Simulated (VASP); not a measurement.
# RuS2 (P4/mmm) in VASP: equation of state

How stiff is RuS2 in PBE, and what volume does it want? The cell is scaled to several volumes.

Program: VASP 6.6.1. These are calculated values, not measurements. Logs are shortened: lines on timing, memory, paths and dates and some standing lists are left out, and cuts for length are marked.

## (1) The crystal as given

The structure is tetragonal, space group P4/mmm (No. 123). Conventional cell: a = 4.059 Å, b = 4.059 Å, c = 2.978 Å, α = 90.00°, β = 90.00°, γ = 90.00°. Ru (site symmetry 4/mmm) is surrounded by 8 S at 2.52 Å. S (site symmetry mmm) is surrounded by 4 Ru at 2.52 Å and 4 S at 2.87 Å.

The cell was built by a generator and needn't be a form met in nature.

## (2) Equation of state, PBE, 15.37 Å³/atom (volume scaled by 0.94)

Contents of INCAR:

```
ALGO     = Normal         # electronic algorithm
EDIFF    = 1E-7           # SCF threshold, eV
ENCUT    = 520            # plane-wave cutoff, eV
GGA      = PE             # functional
ISIF     = 2              # what is computed and relaxed
ISMEAR   = -1             # smearing method
LASPH    = True           # aspherical terms in the spheres
LCHARG   = False          # write CHGCAR
LREAL    = False          # projectors in reciprocal space
LWAVE    = False          # write WAVECAR
NBANDS   = 20             # bands
NELM     = 80             # most SCF steps
PREC     = Accurate       # precision mode
SIGMA    = 0.05           # smearing width, eV
```

Contents of KPOINTS:

```
k-points
0
Gamma
  7 7 9
```

Contents of POSCAR:

```
RuS2
1.0
    3.9758755270      0.0000000000      0.0000000000
    0.0000000000      3.9758755270      0.0000000000
    0.0000000000      0.0000000000      2.9167274346
Ru S
1 2
Direct
    0.0000000000      0.0000000000      0.0000000000
    0.5000000000      0.0000000000      0.5000000000
    0.0000000000      0.5000000000      0.5000000000
```

Potentials or basis: VASP PAW PBE potentials, release 64 (Ru_pv, S).

The run is started by

```
$ cat potpaw_PBE.64/Ru_pv/POTCAR potpaw_PBE.64/S/POTCAR > POTCAR
$ mpirun -np 1 vasp_std > vasp.out
```

OUTCAR:

```text
EDIFF = 1E-7
   ENCUT = 520
   GGA = PE
   ISIF = 2
   ISMEAR = -1
   LASPH = True
   LREAL = False
   NELM = 80
   PREC = Accurate

 Found     50 irreducible k-points:

 Following reciprocal coordinates:
            Coordinates               Weight
  0.000000  0.000000  0.000000      1.000000
  0.142857  0.000000  0.000000      4.000000
  0.285714  0.000000  0.000000      4.000000
  0.428571  0.000000  0.000000      4.000000
  0.142857  0.142857  0.000000      4.000000
  0.285714  0.142857  0.000000      8.000000
   k-points           NKPTS =     50   k-points in BZ     NKDIM =     50   number of bands    NBANDS=     20
   number of dos      NEDOS =    301   number of ions     NIONS =      3
   total plane-waves  NPLWV =  21600
   dimension x,y,z NGX =    30 NGY =   30 NGZ =   24
   dimension x,y,z NGXF=    60 NGYF=   60 NGZF=   48
   ions per type =               1   2
   NGX,Y,Z   is equivalent  to a cutoff of  12.54, 12.54, 13.68 a.u.
   NGXF,Y,Z  is equivalent  to a cutoff of  25.09, 25.09, 27.36 a.u.
 SYSTEM =  unknown system
   PREC   = accura    normal or accurate (medium, high low for compatibility)
   ISTART =      0    job   : 0-new  1-cont  2-samecut
   ICHARG =      2    charge: 1-file 2-atom 10-const
   ISPIN  =      1    spin polarized calculation?
   LNONCOLLINEAR =      F non collinear calculations
   LSORBIT =      F    spin-orbit coupling
   LASPH  =      T    aspherical Exc in radial PAW
   ENCUT  =  520.0 eV  38.22 Ry    6.18 a.u.   7.39  7.39  5.42*2*pi/ulx,y,z
   NELM   =     80;   NELMIN=  2; NELMDL= -5     # of ELM steps
   EDIFF  = 0.1E-06   stopping-criterion for ELM
   LREAL  =      F    real-space projection
   EDIFFG = 0.1E-05   stopping-criterion for IOM
   NSW    =      0    number of steps for IOM
   IBRION =     -1    ionic relax: 0-MD 1-quasi-New 2-CG
   NFREE  =      0    steps in history (QN), initial steepest desc. (CG)
   ISIF   =      2    stress and relaxation
   ISYM   =      2    0-nonsym 1-usesym 2-fastsym
   POTIM  = 0.5000    time-step for ionic-motion
   TEBEG  =    0.0;   TEEND  =   0.0 temperature during run
   PSTRESS=    0.0 pullay stress
   NELECT =      26.0000    total number of electrons
   NUPDOWN=      -1.0000    fix difference up-down
   EMIN   =  10.00;   EMAX   =-10.00  energy-range for DOS
   EFERMI =   0.00;   METHOD = LEGACY
   ISMEAR =    -1;   SIGMA  =   0.05  broadening in eV -4-tet -1-fermi 0-gaus
   EFERMI_NEDOS =   21; number of points for ismear=-14 and -15
   IALGO  =     38    algorithm
   IMIX   =      4    mixing-type and parameters
     AMIX     =   0.40;   BMIX     =  1.00
     AMIX_MAG =   1.60;   BMIX_MAG =  1.00
  volume/ion in A,a.u.               =      15.37       103.71
  Fermi-wavevector in a.u.,A,eV,Ry     =   1.352526  2.555903 24.889483  1.829325
  Thomas-Fermi vector in A             =   2.479857
   LORBIT       =      0    0 simple, 1 ext, 2 COOP (PROOUT), +10 PAW based schemes
   GGA     = PE    functional components
   LHFCALC =     F    Hartree Fock is set to
   AEXX    =    0.0000 exact exchange contribution
   IVDW    =     0    specifies the selected vdW correction
   LEPSILON=     F    determine dielectric tensor
   LRPA    =     F    only Hartree local field effects (RPA)
 non-spin polarized calculation
  energy-cutoff  :      520.00
  volume of cell :       46.11
 maximum number of plane-waves:      1263
 NGX is ok and might be reduce to    30
   NGX = 15   NGY = 15   NGZ = 11

 number of electron      26.0000001 magnetization

 Free energy of the ion-electron system (eV)
  ---------------------------------------------------
  ext. energy  EPLUGINS =         0.00000000
  ---------------------------------------------------
  free energy    TOTEN  =       -16.16424217 eV

  energy without entropy =      -16.13865496  energy(sigma->0) =      -16.15144856

 E-fermi :   8.9004     XC(G=0): -11.6632

 val. band max:        8.8948377792   @ k =   0.2857   0.1429   0.3333
 cond. band min:       8.9153135400   @ k =   0.4286   0.4286   0.3333
 fundamental gap:      0.0204757607
 Fermi energy:         8.9003620457

 k-point     1 :       0.0000    0.0000    0.0000
  band No.  band energies     occupation
      1     -33.8741      2.00000
      2     -33.8741      2.00000
      3     -33.8519      2.00000
      4      -7.1955      2.00000
      5      -3.8396      2.00000
      6       3.3089      2.00000
[... 12 lines left out ...]
     19      18.2280      0.00000
     20      18.4621      0.00000

 k-point     2 :       0.1429    0.0000    0.0000
  band No.  band energies     occupation
      1     -33.8764      2.00000
      2     -33.8740      2.00000
      3     -33.8518      2.00000
      4      -7.0421      2.00000
      5      -3.9834      2.00000
      6       2.9506      2.00000
[... 12 lines left out ...]
     19      18.4521      0.00000
     20      18.5606      0.00000

 k-point     3 :       0.2857    0.0000    0.0000
  band No.  band energies     occupation
      1     -33.8817      2.00000
      2     -33.8737      2.00000
      3     -33.8515      2.00000
      4      -6.6090      2.00000
      5      -4.4147      2.00000
      6       2.5304      2.00000
[... 12 lines left out ...]
     19      18.8793      0.00000
     20      19.5445      0.00000

 k-point     4 :       0.4286    0.0000    0.0000
  band No.  band energies     occupation
      1     -33.8859      2.00000
      2     -33.8735      2.00000
      3     -33.8513      2.00000
      4      -6.0080      2.00000
      5      -5.0328      2.00000
      6       2.3705      2.00000
[... 12 lines left out ...]
     19      18.8116      0.00000
     20      20.0918      0.00000

 k-point     5 :       0.1429    0.1429    0.0000
  band No.  band energies     occupation
      1     -33.8763      2.00000
      2     -33.8763      2.00000
      3     -33.8517      2.00000
      4      -6.8904      2.00000
      5      -4.0891      2.00000
      6       2.4360      2.00000
[... 12 lines left out ...]
     19      18.0109      0.00000
     20      19.4025      0.00000

 k-point     6 :       0.2857    0.1429    0.0000
  band No.  band energies     occupation
      1     -33.8816      2.00000
      2     -33.8761      2.00000
      3     -33.8514      2.00000
      4      -6.4628      2.00000
      5      -4.4352      2.00000
      6       1.9604      2.00000
[... 12 lines left out ...]
     19      18.0900      0.00000
     20      18.7381      0.00000

 [... further k-points ...]
[... 5 lines left out ...]
  --------------------------------------------------------------------------------------
  -------------------------------------------------------------------------------------
  Total        2.6840303      2.6840303      2.7204684      0.0000000      0.0000000      0.0000000
  in kB       93.2688425     93.2688425     94.5350507      0.0000000      0.0000000      0.0000000
  external PRESSURE =      93.6909119 kB  Pullay stress =       0.0000000 kB

 VOLUME and BASIS-vectors are now :
 -----------------------------------------------------------------------------
  energy-cutoff  :      520.00
  volume of cell :       46.11
      direct lattice vectors                 reciprocal lattice vectors
     3.975875527  0.000000000  0.000000000     0.251516928  0.000000000  0.000000000
     0.000000000  3.975875527  0.000000000     0.000000000  0.251516928  0.000000000
     0.000000000  0.000000000  2.916727435     0.000000000  0.000000000  0.342850000

 POSITION                                       TOTAL-FORCE (eV/Angst)
 -----------------------------------------------------------------------------------
      0.00000      0.00000      0.00000         0.000000      0.000000      0.000000
      1.98794      0.00000      1.45836         0.000000      0.000000      0.000000
      0.00000      1.98794      1.45836         0.000000      0.000000      0.000000
 -----------------------------------------------------------------------------------
    total drift:                                0.000000      0.000000      0.000000

  FREE ENERGIE OF THE ION-ELECTRON SYSTEM (eV)
  ---------------------------------------------------
  free  energy   TOTEN  =       -16.1642421660 eV

  energy  without entropy=      -16.1386549598  energy(sigma->0) =      -16.15144856
```

It took 56 s on 1 thread of Intel Xeon Platinum 8488C (Sapphire Rapids), shared host; peak memory 0.18 GiB.

What came out:

```
Free energy            : -16.1642 eV
Pressure               : 9.4 GPa
Band gap on the k mesh : none (metal or under the smearing width)
```

## (3) Equation of state, PBE, 15.70 Å³/atom (volume scaled by 0.96)

Contents of INCAR:

```
ALGO = Normal
EDIFF = 1E-7
ENCUT = 520
GGA = PE
ISIF = 2
ISMEAR = -1
LASPH = True
LCHARG = False
LREAL = False
LWAVE = False
NBANDS = 20
NELM = 60
PREC = Accurate
SIGMA = 0.05
```

KPOINTS is that of step 2.

Contents of POSCAR:

```
RuS2
1.0
    4.0038755730      0.0000000000      0.0000000000
    0.0000000000      4.0038755730      0.0000000000
    0.0000000000      0.0000000000      2.9372684454
Ru S
1 2
Direct
    0.0000000000      0.0000000000      0.0000000000
    0.5000000000      0.0000000000      0.5000000000
    0.0000000000      0.5000000000      0.5000000000
```

Potentials or basis: VASP PAW PBE potentials, release 64 (Ru_pv, S).

The run is started by

```
$ cat potpaw_PBE.64/Ru_pv/POTCAR potpaw_PBE.64/S/POTCAR > POTCAR
$ mpirun -np 1 vasp_std > vasp.out
```

Wall time 45 s (1 thread of Intel Xeon Platinum 8488C (Sapphire Rapids), shared host); peak memory 0.18 GiB.

The run converged. Its results:

- Free energy: -16.2113 eV
- Pressure: 5.9 GPa
- Band gap on the k mesh: none (metal or under the smearing width)

## (4) Equation of state, PBE, 16.02 Å³/atom (volume scaled by 0.98)

Contents of INCAR:

```
SYSTEM = RuS2
ALGO = Normal ; EDIFF = 1E-7
ENCUT = 520 ; GGA = PE
ISIF = 2 ; ISMEAR = -1
LASPH = .True. ; LCHARG = .False.
LREAL = .False. ; LWAVE = .False.
NBANDS = 20 ; NELM = 60
PREC = Accurate ; SIGMA = 0.05
```

Contents of KPOINTS:

```
k-points
0
Gamma
  7 7 9
  0 0 0
```

Contents of POSCAR:

```
RuS2
1.0
    4.0314893806      0.0000000000      0.0000000000
    0.0000000000      4.0314893806      0.0000000000
    0.0000000000      0.0000000000      2.9575261093
Ru S
1 2
Direct
    0.0000000000      0.0000000000      0.0000000000
    0.5000000000      0.0000000000      0.5000000000
    0.0000000000      0.5000000000      0.5000000000
```

The run is started by

```
$ cat potpaw_PBE.64/Ru_pv/POTCAR potpaw_PBE.64/S/POTCAR > POTCAR
$ mpirun -np 1 vasp_std > vasp.out
```

Run time: 31 s. Hardware: 1 thread of Intel Xeon Platinum 8488C (Sapphire Rapids), shared host; peak memory 0.18 GiB.

It converged, with:

```
Free energy            : -16.2381 eV
Pressure               : 2.8 GPa
Band gap on the k mesh : none (metal or under the smearing width)
```

(Part 1 of 2 ends here.)
